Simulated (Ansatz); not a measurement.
Computed energy against volume: GeTe (alpha-GeTe type, space group R3m)

GeTe (alpha-GeTe type, space group R3m)

```
GeTe
1.0
    2.09351     1.20869     3.68680
   -2.09351     1.20869     3.68680
    0.00000    -2.41737     3.68680
Ge Te
1 1
Direct
  0.23184   0.23184   0.23184
  0.76816   0.76816   0.76816
```

Equation-of-state scan: isotropic scaling of the cell above, V₀ being its volume. The atoms relax within the cell's symmetry.

Calculation: r2SCAN (plane waves to 500 eV, PAW, scalar-relativistic; Ansatz, a first-principles code). k mesh 10×10×10 (Γ-centred), Fermi-Dirac smearing 0.05 eV. The energy includes the smearing's −TS. Compression counts positive. With the shape held, the modulus is that of even scaling; a crystal free to change shape is softer. GeTe was relaxed with its symmetry unable to fall. Spin-orbit coupling is left out, though Te is heavy. ΔE is measured from the relaxed starting cell.

```json
[
 {"V (Å³/atom)": "23.509", "ΔE (kJ/mol of atoms)": "10.8", "P (GPa)": "9.1"},
 {"V (Å³/atom)": "24.405", "ΔE (kJ/mol of atoms)": "6.5", "P (GPa)": "6.8"},
 {"V (Å³/atom)": "25.300", "ΔE (kJ/mol of atoms)": "3.4", "P (GPa)": "4.6"},
 {"V (Å³/atom)": "26.196", "ΔE (kJ/mol of atoms)": "1.4", "P (GPa)": "2.8"},
 {"V (Å³/atom)": "27.092", "ΔE (kJ/mol of atoms)": "0.3", "P (GPa)": "1.3"},
 {"V (Å³/atom)": "27.987", "ΔE (kJ/mol of atoms)": "0.0", "P (GPa)": "0.0"},
 {"V (Å³/atom)": "28.883", "ΔE (kJ/mol of atoms)": "0.3", "P (GPa)": "-1.1"},
 {"V (Å³/atom)": "29.778", "ΔE (kJ/mol of atoms)": "1.1", "P (GPa)": "-1.9"},
 {"V (Å³/atom)": "30.674", "ΔE (kJ/mol of atoms)": "2.4", "P (GPa)": "-2.7"},
 {"V (Å³/atom)": "31.569", "ΔE (kJ/mol of atoms)": "4.0", "P (GPa)": "-3.3"},
 {"V (Å³/atom)": "32.465", "ΔE (kJ/mol of atoms)": "5.9", "P (GPa)": "-3.8"}
]
```

What the scan shows:

Pressure at the smallest volume: 9.1 GPa
Energy cost of the largest compression: 111 meV/atom
Energy cost of the largest expansion: 61 meV/atom
Bulk modulus at fixed cell shape B₀ (third-order Birch-Murnaghan fit): 36.0 GPa
Pressure derivative B₀′ (fit): 4.5
Equilibrium volume of the fit: 28.00 Å³/atom
Pressure for 5 % compression (fit): 2.1 GPa

(Under strain, the slope of the energy per volume gives the stress and its curvature an elastic modulus.)
